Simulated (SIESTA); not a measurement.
Runs of SIESTA 5.4.2 on CoO. It takes space group Fm-3m (No. 225, cubic). The conventional cell has a = 4.263 Å, b = 4.263 Å, c = 4.263 Å, α = 90.00°, β = 90.00°, γ = 90.00°. Around Co (site symmetry m-3m) lie 6 O at 2.13 Å. O (site symmetry m-3m) is surrounded by 6 Co at 2.13 Å. 

```tsv
task	level	potentials or basis	cell	k mesh	optimiser	force tolerance	stress tolerance (GPa)	broadening (eV)	window from (eV)	energy shift	gap on the mesh (eV)	pressure (GPa)	moment (μB)
band structure	LDA	PseudoDojo 0.4 standard (LDA files), DZP (energy shift 0.002 Ry)	as given	11 × 11 × 11	-	-	-	-	-	0.002 Ry	none	-18.7	2.84
relaxation of cell and atoms	PBEsol	PseudoDojo 0.4 standard (PBEsol files), DZP (energy shift 0.003 Ry; two zetas on semicore shells)	relaxed	8 × 8 × 8	Broyden	0.01 eV/Å	0.05	-	-	0.003 Ry	none	0.0	2.84
density of states	PBEsol	PseudoDojo 0.4 standard (PBEsol files), TZP (energy shift 0.002 Ry)	as given	8 × 8 × 8	-	-	-	0.2 eV	-10 eV	0.002 Ry	none	-10.8	(b)
band structure	AM05	PseudoDojo 0.4 standard (PBEsol files), DZP (energy shift 0.002 Ry)	as given	11 × 11 × 11	-	-	-	-	-	0.002 Ry	none	(a)	2.94
band structure	PBE	PseudoDojo 0.4 standard (PBE files), DZ (energy shift 0.002 Ry)	as given	11 × 11 × 11	-	-	-	-	-	0.002 Ry	none	-3.7	2.98
band structure	PBE	PseudoDojo 0.4 standard (PBE files), DZP (energy shift 0.003 Ry; two zetas on semicore shells)	as given	11 × 11 × 11	-	-	-	-	-	0.003 Ry	none	-0.7	2.98
single point	LDA	PseudoDojo 0.4 standard (LDA files), TZP (energy shift 0.002 Ry)	as given	8 × 8 × 8	-	-	-	-	-	0.002 Ry	none	-19.3	2.84
```

Alike in all rows: spin collinear, ferromagnetic start; smearing fermi-dirac 0.05 eV; grid cutoff 800 Ry.

Q: Estimate the missing entries.

A: (a) -10.4; (b) 2.95.

Caveats: the basis of atomic orbitals isn't converged, which shifts pressures, moduli and gaps; a cell with one magnetic atom can't hold antiferromagnetic order, which such compounds often take; semilocal functionals often make such compounds metallic where correlation or magnetic order opens a gap, which also shifts bond lengths; semicore shells carry a single zeta, which can move pressures by several GPa and volumes by a few percent (some runs); so large a pressure means that the cell lies far from this level's equilibrium, or that cutoff or potentials fall short (some runs); short orbitals over semicore shells can move pressures by several GPa (some runs); the potentials were made for another functional, which shifts forces and pressure (some runs).

A k mesh can miss the band edges.

A gap of «none» marks a metal or a gap under the smearing width.

Not every run made on this cell is shown here.
